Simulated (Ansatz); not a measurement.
Crystal: MnO.

```xyz
2
Lattice="2.9713 -1.7170 0.0000 2.9713 1.7170 0.0000 -1.9846 0.0000 2.8103" Properties=species:S:1:pos:R:3 pbc="T T T"
Mn    1.9788    0.0000    1.4070
O     3.9609    0.0000    0.7007
```

The cell comes from a database or a generator and needn't be the stable form of this composition.

Below is the output of Ansatz 0.2.0 for this cell. Logs are shortened: lines on timing, memory, paths and dates and some standing lists are left out, and cuts for length are marked.

```text
Warning: RAYON_NUM_THREADS=2 ignored (pool sized by the plan → 2); use --threads N
LAPW: plane waves up to 9.795 Å⁻¹, error target 1.0e-3 eV per atom; small_component_spin mean_spin; O in spheres of 0.959 Å, 8 of its electrons in bands, Dirac shells []; Mn in spheres of 1.144 Å, 15 of its electrons in bands, Dirac shells [] (how accurate: hamiltonian.pseudopotentials.lapw.basis_error, Limitations)
Engine: ansatz 0.2.0, x86_64-unknown-linux-gnu
Pseudopotentials: kind: all_electron
Pseudopotential: Mn, LAPW, valence charge 15, lapw/all_electron/scalar/gaussian/Mn, Koelling and Harmon's equation, gaussian nucleus
Pseudopotential: O, LAPW, valence charge 8, lapw/all_electron/scalar/gaussian/O, Koelling and Harmon's equation, gaussian nucleus
Functional definition: PBE
  parameter kappa = 0.804
  parameter beta = 0.06672455060314922
  exchange = pbe_x(kappa = kappa, mu = beta*pi^2/3)
  correlation = pbe_c(beta = beta)
Crystal: 2 atoms, lattice volume = 28.674 Å³
Basis set: ecut = 365.55662212862006 eV, 459 PW (Γ), exchange–correlation at level 2
Bands: 18, of which v1, the nominal top of the filled ones, is band 12 counted from 1 (11 counted from 0)
Symmetry: 2 space group operations
Space group: Cm (ITA 8), of the structure as read, at distance tolerance 3.1e-5 Å
Magnetic group: BNS 8.32 (UNI 39), of the structure as read, at distance tolerance 3.1e-5 Å
k-points: 205 of 729 (time reversal used)
Non-local potential: Mn, projectors of the file, none
Non-local potential: O, projectors of the file, none
Initial density: superposition of atomic densities (chi_scale 0.1, normalization cell, long waves kept (reshape's long-wave potential 0.00 eV rms))
Starting moments: Σ|m| = 4 μB on 1 of 2 sites
Initial wavefunctions: plane waves of lowest kinetic energy (no species holds an atomic orbital)
Functional: x = pbe(κ = 0.804, μ = 0.2195149727645171), c = pbe(β = 0.06672455060314922)
iter 1 solved again at ethr=1.49e-2 eV; its pass at ethr=1.00e-1 eV (dr2=3.42e0 eV) is discarded
SCF iter   1: F=—  HF=-33578.034750 eV  |F-HF|=—  |Δ(HF+E_count)|=         —  Δρ=5.83e-2 (↑5.43e-2 ↓5.83e-2)  dr2=3.42e0  dr2_m=2.68e-1  M=5.000 μB ∫|m|=5.000 μB  β_m=0.30  ethr=1.49e-2  ⟨swp⟩=2.0  Hψ=46228  notcnv=0
Mixer restart at iter 1: flushing history
preconditioner: auto → none  [insulator: Δε(μ)=0.211 eV  Ē_g=13.053 eV  σ=0.050 eV  W_gap=0.78  n_scr=14 (ndim 8)  ℏωp=25.0 eV  f_vac=0.000  D(μ)=0.08/eV (n_scr^D=0)  ε∞_Penn≈4.7]
iter 2 solved again at ethr=5.17e-4 eV; its pass at ethr=1.49e-2 eV (dr2=1.19e-1 eV) is discarded
[... 14 lines left out ...]
SCF 1 converged in 11 iterations: F = -33576.431027 eV  dr2 = 2.84e-8
NSCF: frozen V_eff on 17 k-points
SCF converged after 11 iterations
Magnetization: 4.9984 μB (13.9992 up, 9.0008 down)
Absolute magnetization: 4.9986 μB (∫|ρ↑−ρ↓|)
Spin contamination: 0.0070 ħ² per cell (⟨S²⟩ above its minimum at these occupations)
Per-site moments (μB) at R_I (Å): [(4.34962042846537, 1.1443201937718392), (0.20907510475530655, 0.9593515486897284)]
Free energy (F): -33576.431027 eV
Harris-Foulkes:  -33576.431027 eV  (|F-HF|=1.85e-8)
Internal energy: -33576.429196 eV  (E = F + TS)
E sigma→0 (E₀):  -33576.430112 eV
Entropy (-TS):   -0.001831 eV (-0.916 meV/atom)
Fermi energy:    9.536906 eV
--- Per-component energies (eV) ---
  E_band       = -1318.376380
  E_kinetic    = 33971.815303
  E_xc         = -1658.034447
  E_electrostatic = -65890.210052  (all electrons and nuclei)
  E_smearing   = -0.001831  (= −TS)
  E_closure    = 0.000000  (closes the sum)
  E_atoms      = -33559.639824  (free atoms, spherical and without spin; not in F)
  Σ components = -33576.431027   (vs F -33576.431027, Δ=0.00e0)
  Basis errors (estimates in eV, not in F): energy 5.4e-4 per atom: plane waves 5.0e-4 (2.9e-4 summed), levels above the bands 3.9e-99, relativity 5.5e-8, radial functions 3.9e-5, core shells 2.2e-7; eigenvalues (radial functions only) 6.0e-6; not estimated: angular momenta, meshes, grids; target (lapw.basis_error) 1.0e-3; muffin-tin radii O 0.959 Å, Mn 1.144 Å
--- Forces (eV/Å), atoms counted from 1 ---
  atom   1  Mn     0.00119853    -0.00000000    -0.00001434
  atom   2  O     -0.00119844    -0.00000000     0.00001391
  max |Σ_I F_I| component: 4.30e-7 eV/Å
--- Stress (GPa, compression-positive) ---
       -3.796670       0.000000       0.023715
        0.000000      -3.806291       0.000000
        0.023715       0.000000      -3.999599
  P = ⅓ Tr σ = -3.8675 GPa (-38.675 kbar)
--- Band table (eV; the first three rows and the last of 410) ---
  k-point 0 ↑: bands = ["-497.1763", "-72.1040", "-40.8533", "-40.8528", "-40.8521", "-9.7448", "3.8311", "3.8430", "3.8457", "6.8404", "6.8431", "8.1268", "9.5351", "9.5355", "9.5411", "21.2512", "21.3188", "21.3215"]
  k-point 1 ↑: bands = ["-497.1763", "-72.1038", "-40.8548", "-40.8536", "-40.8532", "-9.6980", "3.6496", "3.8843", "3.8871", "6.8249", "6.8273", "8.4028", "9.4698", "9.4711", "9.5257", "20.1349", "21.3850", "21.3855"]
  k-point 2 ↑: bands = ["-497.1763", "-72.1033", "-40.8615", "-40.8547", "-40.8542", "-9.5790", "3.3348", "3.9826", "3.9861", "6.8170", "6.8186", "8.2791", "9.2807", "9.2818", "10.2420", "18.1566", "21.3684", "21.3774"]
  k-point 204 ↓: bands = ["-497.0007", "-67.2422", "-36.1131", "-36.0900", "-36.0873", "-8.9265", "3.9412", "5.1652", "5.3067", "10.8508", "11.2492", "11.2948", "12.2082", "12.3376", "15.0113", "16.4312", "21.3877", "22.4958"]
```

Problem. What input gives this log?

Solution. Band structure with PBE, collinear spin, ferromagnetic start. The files as run (others can give the same):

input.yaml
```yaml
crystal:
  lattice:
    - [2.9712935166, -1.7169813801, 0.0]
    - [2.9712935166, 1.7169813801, 0.0]
    - [-1.9846287531, 0.0, 2.8103092467]
  atoms:
    - { symbol: Mn, position: [0.500199, 0.500199, 0.500665], spin: 4.0 }
    - { symbol: O, position: [0.7498025, 0.7498025, 0.249336] }
kpoints:
  mp_grid: { grid: [9, 9, 9] }
  band_path:
    path: [[0.0, 0.0, -0.5], [0.0, 0.0, 0.0], [0.5, 0.0, 0.0]]
    npoints: 8
scf:
  occupations: { method: fermi_dirac, width: 0.05 }
hamiltonian:
  xc: pbe
  pseudopotentials: { kind: all_electron, lapw: { basis_error: 0.001 } }
magnetization:
  spin_polarized: true
output:
  forces: true
  stress: true
  eigenvalues: true
```

Potentials or basis: all-electron LAPW, scalar-relativistic.
The run is started by
```bash
$ ansatz run input.yaml --threads 2 --pin off --max-ram 6144MiB --backend cpu --events-out ev --progress --plain --runs-dir out
```

Caveat: a cell with one magnetic atom can't hold antiferromagnetic order, which such compounds often take; semilocal functionals often make such compounds metallic where correlation or magnetic order opens a gap, which also shifts bond lengths.
